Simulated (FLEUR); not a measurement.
# N (P6_3/mmc) in FLEUR: notebook

One crystal, N, is run at these levels: LDA (Moruzzi-Janak-Williams), LDA; tasks: relaxation of the atoms, single point.

All numbers are computed with FLEUR MaX-R8.1 (later development tree); they aren't measurements. Logs are shortened: lines on timing, memory, paths and dates and some standing lists are left out, and cuts for length are marked.

## 1. The structure

The structure is hexagonal, space group P6_3/mmc (No. 194). The conventional cell has a = 2.519 Å, b = 2.519 Å, c = 2.446 Å, α = 90.00°, β = 90.00°, γ = 120.00°. N (site symmetry -6m2) is surrounded by 6 N at 1.90 Å.

The real solid is made of molecules; this cell is a model form.

## 2. Relaxation of the atoms, LDA (Moruzzi-Janak-Williams)

File inp.xml:

```xml
<?xml version="1.0" encoding="UTF-8" standalone="no"?>
<fleurInput fleurInputVersion="0.39">
   <comment>
      N                                                                                                   
   </comment>
   <calculationSetup>
      <cutoffs Kmax="5.0" Gmax="25.0" GmaxXC="25.0" numbands="0"/>
      <scfLoop itmax="80" minDistance="0.000001" maxIterBroyd="15" imix="Anderson" alpha="0.05" precondParam="0.0" spinf="2.0" sdNocoIR="T"/>
      <coreElectrons ctail="T" frcor="F" kcrel="0" coretail_lmax="0"/>
      <xcFunctional name="mjw" relativisticCorrections="F"/>
      <magnetism jspins="1"/>
      <soc l_soc="F" theta="0.0" phi="0.0" spav="F"/>
      <expertModes spex="0" secvar="F"/>
      <geometryOptimization l_f="T" forcealpha="1.0" forcemix="BFGS" epsdisp="0.0005" epsforce="0.0005"/>
      <ldaU l_linMix="F" mixParam="0.05" spinf="1.0"/>
   </calculationSetup>
   <cell>
      <bzIntegration valenceElectrons="10.0" mode="hist" fermiSmearingEnergy="0.00183747">
         <kPointListSelection listName="default-1"/>
         <!-- k-points included here -->
         <xi:include xmlns:xi="http://www.w3.org/2001/XInclude" href="kpts.xml"> </xi:include>
      </bzIntegration>
      <!-- symmetry operations included here -->
      <xi:include xmlns:xi="http://www.w3.org/2001/XInclude" href="sym.xml"> </xi:include>
      <bulkLattice scale="1.0">
         <bravaisMatrix>
            <row-1>    4.7611154385623573     0.0000000000000000     0.0000000000000000</row-1>
            <row-2>   -2.3805577192811787     4.1232469201516695     0.0000000000000000</row-2>
            <row-3>    0.0000000000000000     0.0000000000000000     4.6222738802238492</row-3>
         </bravaisMatrix>
      </bulkLattice>
   </cell>
   <atomSpecies>
      <species name="Nitrogen (N)" element="N" atomicNumber="7">
         <mtSphere radius="1.66" gridPoints="549" logIncrement="0.019"/>
         <atomicCutoffs lmax="8" lnonsphr="6"/>
         <electronConfig flipSpins="F">
            <coreConfig>(1s1/2)</coreConfig>
            <valenceConfig>(2s1/2) (2p1/2) (2p3/2)</valenceConfig>
            <stateOccupation state="(2p1/2)" spinUp="0.500000" spinDown="0.500000"/>
            <stateOccupation state="(2p3/2)" spinUp="1.000000" spinDown="1.000000"/>
         </electronConfig>
         <energyParameters s="2" p="2" d="3" f="4"/>
         <lo type="SCLO" l="0" n="2" eDeriv="2"/>
         <lo type="SCLO" l="1" n="2" eDeriv="2"/>
         <lo type="SCLO" l="2" n="3" eDeriv="2"/>
      </species>
   </atomSpecies>
   <atomGroups>
      <atomGroup species="Nitrogen (N)">
         <relPos label="                   1">1.000/3.000 -1.000/3.000 -1.000/4.000</relPos>
         <relPos label="                   2">-1.000/3.000 1.000/3.000 1.000/4.000</relPos>
         <force calculate="T" relaxXYZ="TTT"/>
      </atomGroup>
   </atomGroups>
   <output dos="F" band="F" slice="F">
      <checks vchk="F" cdinf="F"/>
      <bandDOS minEnergy="-.5*Htr" maxEnergy="0.5*Htr" sigma="0.015" storeEVData="T"/>
      <vacuumDOS vacdos="F" integ="F" star="F" nstars="0" locx1="0.0" locy1="0.0" locx2="0.0" locy2="0.0" nstm="0" tworkf="0.0"/>
      <unfoldingBand unfoldBand="F" supercellX="1" supercellY="1" supercellZ="1"/>
      <plotting iplot="0" polar="F">
         <plot TwoD="T" vec1="  1.0  0.0  0.0" vec2="  0.0  1.0  0.0" vec3="  0.0  0.0  1.0" zero="  0.0  0.0  0.0" file="plot"/>
      </plotting>
      <chargeDensitySlicing numkpt="0" minEigenval="0.0" maxEigenval="0.0" nnne="0" pallst="F"/>
      <specialOutput eonly="F"/>
      <moessbauerParams electricFieldGradient="T" isomerShift="T" coreHyperfine="T" valenceHyperfine="T"/>
      <magneticCircularDichroism mcd="F" energyLo="-10.0" energyUp="0.0"/>
   </output>
  <!-- We include the file relax.xml here to enable relaxations (see documentation) -->
  <xi:include xmlns:xi="http://www.w3.org/2001/XInclude" href="relax.xml"> <xi:fallback/> </xi:include>
</fleurInput>
```

File crystal.txt:

```
N
&input cartesian=F /
2.5194737886  0.0000000000  0.0000000000
-1.2597368943  2.1819283051  0.0000000000
0.0000000000  0.0000000000  2.4460020000
1.8897261246
1.0 1.0 1.0

2
7 0.3333333333  0.6666666667  0.7500000000
7 0.6666666667  0.3333333333  0.2500000000

&kpt div1=9 div2=9 div3=8 gamma=T /
```

Potentials or basis: all-electron, FLAPW.

Launch:

```
$ inpgen -f crystal.txt -profile precise
$ # inp.xml edited to the form shown
$ fleur_MPI   # started 1 times, once a step
```

The log of the run:

```text
[run 1 of the program]

      Welcome to FLEUR        (www.flapw.de)
      MaX-Release 8.1          (www.max-centre.eu)

 ========== k-point set info ==========
 Selected k-point list: default-1
 k-point list type: mesh
 9 x 9 x 8
 Number of k points: 60

 ------------Calculation Setup---------------------------
 Number of MPI-tasks      :            1
 Number of PE/node        :            1
 Number of OMP-threads    :            1
 Most efficient MPI parallelization for:
           1           2           3           4           5           6          10          12          15          20          30          60
 Additional eigenvalue parallelization possible
 Number of basis functions:          231
 Approximate size of matrices (H+S) per k-point:         0.001 GB
 --------------------------------------------------------
 Iteration:     1   Distance:       6.23406107 me/bohr^3
 Iteration:     2   Distance:       5.91724584 me/bohr^3
 Iteration:     3   Distance:       0.57340245 me/bohr^3
 Iteration:     4   Distance:       0.23389703 me/bohr^3
 Iteration:     5   Distance:       0.16543295 me/bohr^3
 Iteration:     6   Distance:       0.01918655 me/bohr^3
 Iteration:     7   Distance:       0.00833728 me/bohr^3
 Iteration:     8   Distance:       0.00111159 me/bohr^3
 Iteration:     9   Distance:       0.00011946 me/bohr^3
 Iteration:    10   Distance:       0.00001166 me/bohr^3
 Iteration:    11   Distance:       0.00000024 me/bohr^3

 ********************************************************************
 Run finished successfully
 Stop message:
   Structural relaxation: Done
 ********************************************************************
```

relax.xml:

```text
 <!-- Attention, absolute coordinates used here -->
 <relaxation>
   <displacements>
    <displace>   0.0000000000    0.0000000000    0.0000000000 </displace>
  </displacements>
   <relaxation-history>
    <step energy="     -108.5478723120">
      <posforce>   2.3805577193   -1.3744156401   -1.1555684701    0.0000000000    0.0000000000    0.0000000000 </posforce>
    </step>
   </relaxation-history>
 </relaxation>
```

out.xml (last iteration):

```text
<iteration numberForCurrentRun="   12" overallNumber="   12">
         <energyParameters units="Htr">
            <atomicEP atomType="1" spin="1" branch="2s" branchLowest="-13.48" branchHighest="0.68" value="-0.2422790653"/>
            <atomicEP atomType="1" spin="1" branch="2p" branchLowest="-9.99" branchHighest="0.98" value="0.1159313376"/>
            <atomicEP atomType="1" spin="1" branch="3d" branchLowest="-9.99" branchHighest="4.44" value="0.4182225932"/>
            <atomicEP atomType="1" spin="1" branch="4f" branchLowest="-9.99" branchHighest="7.65" value="0.5790819494"/>
            <loAtomicEP atomType="1" spin="1" branch="2s" branchLowest="-13.48" branchHighest="0.68" value="-0.2422790653"/>
            <loAtomicEP atomType="1" spin="1" branch="2p" branchLowest="-9.99" branchHighest="0.98" value="0.1158056532"/>
            <loAtomicEP atomType="1" spin="1" branch="3d" branchLowest="-9.99" branchHighest="4.44" value="0.4182230994"/>
         </energyParameters>
         <eigenvalues>
            <eigenvaluesAt spin="1" ikpt="1" k_x="0.00000000" k_y="0.00000000" k_z="0.00000000">
                      -0.4813784946        0.1284729826        0.1470532153        0.2378676434        0.2378676434
                       0.4272535748        0.4272535748        0.5481198260        0.8511239903
            </eigenvaluesAt>
            <eigenvaluesAt spin="1" ikpt="2" k_x="0.00000000" k_y="0.00000000" k_z="0.12500000">
                      -0.4697548407        0.0266489266        0.2280865401        0.2460732890        0.2460732890
                       0.4233584026        0.4233584026        0.5353157799        0.8949284050
            </eigenvaluesAt>
            <eigenvaluesAt spin="1" ikpt="3" k_x="0.00000000" k_y="0.00000000" k_z="0.25000000">
                      -0.4350693873       -0.0909528338        0.2696020644        0.2696020644        0.2955577965
                       0.4096832091        0.4096832091        0.5011893480        1.0042296633
            </eigenvaluesAt>
            <eigenvaluesAt spin="1" ikpt="4" k_x="0.00000000" k_y="0.00000000" k_z="0.37500000">
                      -0.3779392812       -0.2024754030        0.3049279047        0.3049279047        0.3511670237
                       0.3831784016        0.3831784016        0.4546448324        1.0643066735
            </eigenvaluesAt>
         </eigenvalues>
         <bandgap value="0.0107172734" units="eV"/>
         <sumValenceSingleParticleEnergies value="0.1728189882" units="Htr"/>
         <FermiEnergy value="0.3244562696" units="Htr"/>
         <valenceDensity>
            <mtCharges spin="1">
               <mtCharge atomType="1" total="3.7816038" s="1.5133846" p="2.2079103" d="0.0511000" f="0.0078271"/>
            </mtCharges>
            <spinDependentCharge spin="1" total="10.0000000" interstitial="2.4367924" mtSpheres="7.5632076"/>
            <totalCharge value="10.0000000000"/>
         </valenceDensity>
         <coreStates atomType="     1" atomicNumber="  7" spin="1" kinEnergy="     43.5615494286" eigValSum="    -26.9673420219" lostElectrons=" 0.000001">
            <state n="1" l="0" j="0.5" energy="-13.4836710110" weight="1.0000000000"/>
         </coreStates>
         <allElectronCharges>
            <spinDependentCharge spin="1" total="14.0000000" interstitial="2.4367942" mtSpheres="11.5632058"/>
            <totalCharge value="13.9999999985"/>
         </allElectronCharges>
         <moessbauerParams unitsHFF="kG" unitsIS="e/bohr^3" unitsEFG="Htr/bohr^2">
            <coreIsomerShift atomType="1" isTotal="197.54402">
               <shell n="1" l="0" isomerShift="197.54402"/>
            </coreIsomerShift>
            <isomerShift atomType="1" nucleusRadius="0.0000569" averageDensity="208.33618"/>
            <electricFieldGradient atomType="1" VXX="-0.12030" VYY="-0.12030" VZZ="0.24061" asymParam="0.00000">
            </electricFieldGradient>
         </moessbauerParams>
         <totalEnergy                                    value="     -108.5478723120" units="Htr">
            <sumOfEigenvalues                            value="      -53.7618650557">
               <coreElectrons value="-53.9346840439"/>
               <valenceElectrons value="0.1728189882"/>
            </sumOfEigenvalues>
            <densityCoulombPotentialIntegral value="-144.9585704797"/>
            <densityEffectivePotentialIntegral value="-161.7029843699"/>
            <chargeDenXCDenIntegral value="-12.7257851340"/>
            <FockExchangeEnergyValence value="0.0000000000"/>
            <FockExchangeEnergyCore value="0.0000000000"/>
            <atomTypeDependentContributions atomType="1">
               <electronNucleiInteractionDifferentMTs value="124.2476296334"/>
               <MadelungTerm value="-7.0362916190"/>
            </atomTypeDependentContributions>
            <tkbTimesEntropy value="0.0002281490"/>
            <freeEnergy value="-108.5481004610"/>
            <extrapolationTo0K value="-108.5479863865"/>
         </totalEnergy>
         <totalForcesOnRepresentativeAtoms units="Htr/bohr">
            <forceTotal atomType="1" x="2.380558" y="-1.374416" z="-1.155568" F_x="0.00000000" F_y="0.00000000" F_z="0.00000000"/>
         </totalForcesOnRepresentativeAtoms>
      </iteration>
```

Run time: 17 s. Hardware: 1 thread of Arm Neoverse V1, shared host; peak memory 0.09 GiB.

What came out:

| Quantity | Value |
| --- | --- |
| Free energy | -2953.7443 eV |
| Band gap on the k mesh | none (metal or under the smearing width) |
| Valence electrons inside the program's atomic spheres | N 3.78 (radii N 1.66 bohr) |

Final structure:
```
N
1.0
     2.51947    0.00000    0.00000
    -1.25974    2.18193    0.00000
     0.00000    0.00000    2.44600
N
2
Direct
  0.33333 0.66667 0.75000
  0.66667 0.33333 0.25000
```

Levels at points of the mesh, in eV from the Fermi level:
```csv
k point,band 2,band 3,band 4,band 5,band 6,band 7,band 8,band 9
"(0.00, 0.00, 0.00)",-5.33,-4.83,-2.36,-2.36,2.80,2.80,6.09,14.33
"(0.00, 0.00, 0.50)",-16.98,0.58,0.58,0.58,0.58,2.15,2.15,21.39
```

Core levels (eV from the Fermi level):
```csv
atom,levels
1 N,1s1/2 -375.7
2 N,1s1/2 -375.7
```

Caveat: the relaxation stopped at its first step, so nothing moved.

## 3. Single point, LDA (cell squeezed)

Changes to inp.xml since step 2:

```diff
@@ -6,6 +6,6 @@
    <calculationSetup>
-      <cutoffs Kmax="5.0" Gmax="25.0" GmaxXC="25.0" numbands="0"/>
-      <scfLoop itmax="80" minDistance="0.000001" maxIterBroyd="15" imix="Anderson" alpha="0.05" precondParam="0.0" spinf="2.0" sdNocoIR="T"/>
+      <cutoffs Kmax="3.3" Gmax="12.8" GmaxXC="12.8" numbands="0"/>
+      <scfLoop itmax="60" minDistance="0.001" maxIterBroyd="15" imix="Anderson" alpha="0.02" precondParam="0.0" spinf="2.0" sdNocoIR="T"/>
       <coreElectrons ctail="T" frcor="F" kcrel="0" coretail_lmax="0"/>
-      <xcFunctional name="mjw" relativisticCorrections="F"/>
+      <xcFunctional name="vwn" relativisticCorrections="F"/>
       <magnetism jspins="1"/>
@@ -13,3 +13,3 @@
       <expertModes spex="0" secvar="F"/>
-      <geometryOptimization l_f="T" forcealpha="1.0" forcemix="BFGS" epsdisp="0.0005" epsforce="0.0005"/>
+      <geometryOptimization l_f="F" forcealpha="1.0" forcemix="BFGS" epsdisp="0.00001" epsforce="0.00001"/>
       <ldaU l_linMix="F" mixParam="0.05" spinf="1.0"/>
@@ -26,5 +26,5 @@
          <bravaisMatrix>
-            <row-1>    4.7611154385623573     0.0000000000000000     0.0000000000000000</row-1>
-            <row-2>   -2.3805577192811787     4.1232469201516695     0.0000000000000000</row-2>
-            <row-3>    0.0000000000000000     0.0000000000000000     4.6222738802238492</row-3>
+            <row-1>    4.6967681528177003     0.0000000000000000     0.0000000000000000</row-1>
+            <row-2>   -2.3483840764088502     4.0675205358856550     0.0000000000000000</row-2>
+            <row-3>    0.0000000000000000     0.0000000000000000     4.5598030617183847</row-3>
          </bravaisMatrix>
@@ -34,3 +34,3 @@
       <species name="Nitrogen (N)" element="N" atomicNumber="7">
-         <mtSphere radius="1.66" gridPoints="549" logIncrement="0.019"/>
+         <mtSphere radius="1.64" gridPoints="543" logIncrement="0.019"/>
          <atomicCutoffs lmax="8" lnonsphr="6"/>
```

File crystal.txt:

```
N
&input cartesian=F /
2.4854226714  0.0000000000  0.0000000000
-1.2427113357  2.1524391725  0.0000000000
0.0000000000  0.0000000000  2.4129438665
1.8897261246
1.0 1.0 1.0

2
7 0.3333333333  0.6666666667  0.7500000000
7 0.6666666667  0.3333333333  0.2500000000

&kpt div1=12 div2=12 div3=11 gamma=T /
```

Potentials or basis: all-electron, FLAPW.

Launch:

```
$ inpgen -f crystal.txt -profile fastHighL
$ # inp.xml edited to the form shown
$ fleur_MPI
```

Run time: 3.2 s. Hardware: 1 thread of Arm Neoverse V1, shared host; peak memory 0.09 GiB.

The run converged, but some of its settings lie outside the range that counts as converged (typed here: minDistance = 0.001; Kmax = 3.3; alpha = 0.02), so its numbers aren't taken as properties of the crystal.

What came out:

```yaml
Free_energy: -2952.4944 eV
Band_gap_on_the_k_mesh: none (metal or under the smearing width)
Valence_electrons_inside_the_program's_atomic_spheres: N 3.73 (radii N 1.64 bohr)
```

Caveat: the plane-wave cutoff is short for the small spheres of the light atoms, so energies, forces and moduli aren't converged.
